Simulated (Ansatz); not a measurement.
`CCC(C)(C)C` + acetic acid → `CCC(C)(C)OC(C)=O` + CH₄  (substitution at a C–C bond)

Program: Ansatz. Geometries: PBE0-D4/def2-TZVP. ΔE: electronic, gas phase. CCSD(T)/CBS is the MP2 limit (def2-TZVPP, def2-QZVPP) plus CCSD(T) − MP2 in def2-TZVPP, frozen cores. This one scheme is used for every species. DFT in def2-TZVPP. B3LYP here is the variant with VWN-RPA as its local correlation; programs differ in this. One conformer a species, not always the lowest.

Is it downhill or uphill in electronic energy at CCSD(T)/CBS, and by how much? (Estimate.)

The calculation gave: Uphill: ΔE = +0.17 eV.

What do these levels give: B3LYP-D4, PBE, B3LYP, HF/def2-TZVPP, HF/CBS(def2), MP2/CBS(def2)? (Estimate.)

Ansatz gave: B3LYP-D4 0.10, PBE 0.20, B3LYP 0.15, HF/def2-TZVPP 0.16, HF/CBS(def2) 0.16, MP2/CBS(def2) 0.22 eV.

Largest T1 diagnostic among the species: 0.015.

At CCSD(T), def2-SVP lies −0.07 eV from the extrapolated value and def2-TZVPP −0.01 eV. Leaving LDA and LC-ωPBE aside and taking each functional with its dispersion term where it has one, the values, not all of them listed here, spread over 0.15 eV, from BLYP-D4 to PBE-QIDH. LDA lies −0.06 eV from PBE without D4.
